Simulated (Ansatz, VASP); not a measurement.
## One calculation of SrO, two programs

INCAR

```
SYSTEM = SrO
  ALGO = Normal
  EDIFF = 1E-6
  ENCUT = 520
  GGA = PE
  ISIF = 2
  ISMEAR = -1
  LASPH = .True.
  LCHARG = .False.
  LREAL = .False.
  LWAVE = .False.
  NBANDS = 15
  NELM = 60
  PREC = Accurate
  SIGMA = 0.02
```

KPOINTS

```
k-points
0
Gamma
  8 8 8
  0 0 0
```

File POSCAR:

```
SrO
1.0
    0.0000000000      2.5612052870      2.5612052870
    2.5612052870      0.0000000000      2.5612052870
    2.5612052870      2.5612052870      0.0000000000
Sr O
1 1
Direct
    0.0000000000      0.0000000000      0.0000000000
    0.5000000000      0.5000000000      0.5000000000
```

Input for Ansatz:

```yaml
crystal:
  lattice:
    - [0.0, 2.561205287, 2.561205287]
    - [2.561205287, 0.0, 2.561205287]
    - [2.561205287, 2.561205287, 0.0]
  atoms:
    - { symbol: Sr, position: [0.0, 0.0, 0.0] }
    - { symbol: O, position: [0.5, 0.5, 0.5] }
kpoints:
  mp_grid: { grid: [8, 8, 8] }
  band_path:
    path:
      - [0.0, 0.0, 0.0]
      - [0.5, 0.0, 0.5]
      - [0.625, 0.25, 0.625]
      - [0.375, 0.375, 0.75]
      - [0.0, 0.0, 0.0]
      - [0.5, 0.5, 0.5]
      - [0.5, 0.25, 0.75]
      - [0.5, 0.0, 0.5]
    npoints: 5
scf:
  occupations: { method: fermi_dirac, width: 0.02 }
hamiltonian:
  xc: pbe
  pseudopotentials: { kind: all_electron, lapw: { basis_error: 0.00025 } }
output:
  forces: true
  stress: true
  eigenvalues: true
```

Change from the starting cell: volume scaled by 0.99.

Alike in both runs: task single point; functional PBE; k mesh 8 × 8 × 8; occupations fermi-dirac, width 0.02 eV; no spin polarisation.

|  | VASP | Ansatz |
| --- | --- | --- |
| version | VASP 6.6.1 | Ansatz 0.2.0 |
| potentials or method | VASP PAW PBE potentials, release 64 (Sr_sv, O) | all-electron LAPW, scalar-relativistic |
| plane-wave cutoff (eV) | 520 | see its input |

VASP gave:

```
gap on the k mesh at the Fermi level (eV) : 3.26
pressure (GPa)                            : 4.5
```

**Question.** Estimate Ansatz's values.

**Answer.** gap on the k mesh at the Fermi level (eV): 3.31; pressure (GPa): 3.9.

Ansatz ran all-electron here, so the differences hold the error of VASP's frozen core and of both bases.

A k mesh can miss the band edges.
